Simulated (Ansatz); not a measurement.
A crystal relaxed with r2SCAN in Ansatz has space group F-43m (No. 216) and a = 6.728 Å.

```json
{"atom": "Xx", "site": "4a", "x": "0.0000", "y": "0.0000", "z": "0.0000"}
{"atom": "Se", "site": "4d", "x": "0.2500", "y": "0.2500", "z": "0.7500"}
```

The r2SCAN gap is indirect, 0.05 eV (W to X), below the direct gap of 0.74 eV at X. (This is within a few times the smearing of 0.02 eV, so the filling near the edges can be smeared.) HSE06 gives an indirect gap of 0.30 eV, from W to X; the least direct gap is 1.04 eV at X. With PBE the bands overlap by 0.02 eV (counted from 1, band 15 peaks at W and band 16 bottoms out at X): no gap. Meshes: r2SCAN 6×6×6, HSE06 4×4×4, PBE 6×6×6.

Q: Which element is Xx?
A. Pb
B. Sn
C. Zr
D. Ti

A: B. Xx is Sn: SnSe in the zincblende structure. Around Sn lie 4 Se at 2.91 Å; around Se lie 4 Sn at 2.91 Å.

(Calculated; spin-unpolarised; the phase may be known or hypothetical.)

Spin-orbit coupling is left out, which matters wherever the heavy atoms make up the band edges.

Where bands overlap the cell is a metal at that level, and these k meshes limit energies, forces and stress. Overlaps of a few tenths of an eV in semilocal functionals can be an artefact that a hybrid or GW lifts.

The meshes of the hybrids are coarse, so their gaps aren't converged to the digits shown.
